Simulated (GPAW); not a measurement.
Zr:

```xyz
2
Lattice="3.2320 0.0000 0.0000 -1.6160 2.7990 0.0000 0.0000 0.0000 5.1470" Properties=species:S:1:pos:R:3 pbc="T T T"
Zr    1.6160    0.9330    3.8603
Zr    0.0000    1.8660    1.2868
```

- Program: GPAW 26.7.0
- Task: relaxation of cell and atoms
- Functional: PBEsol
- Dispersion: D3(BJ)+ATM
- Potentials or basis: PAW data sets generated in the run's folder for this functional
- Cutoff: 600 eV
- Basis: pw
- k mesh: 8 × 8 × 5
- Occupations: fermi-dirac, width 0.05 eV
- Spin: no spin polarisation

At the start: pressure -6.9 GPa; volume 23.28 Å³/atom.

Problem. How do energy, volume and symmetry change on relaxing?

Solution. Over 7 steps the energy falls by 37.9 meV/atom and the volume is 21.60 Å³/atom (-7.2 %); space group P6_3/mmc (No. 194, to 0.05 Å).

The path:
```
step  energy change (eV)  largest force (eV/Å)  pressure (GPa)  volume (Å³)
   1              0.0000                0.0000           -6.91        46.56
   2             -0.0367                0.0000           -5.07        45.57
   3             -0.0735                0.0000            0.28        43.11
   4             -0.0740                0.0000            0.05        43.20
   5             -0.0751                0.0000           -0.28        43.32
   6             -0.0757                0.0000           -0.28        43.29
   7             -0.0758                0.0000           -0.10        43.21
```

Final structure:
```
Zr
1.0
     3.13189    0.00000    0.00000
    -1.56594    2.71229    0.00000
     0.00000    0.00000    5.08630
Zr
2
Direct
  0.66667 0.33333 0.75000
  0.33333 0.66667 0.25000
```

Caveat: later steps reuse the first step's grids; pairwise dispersion overbinds metals, which lowers pressure and volume.
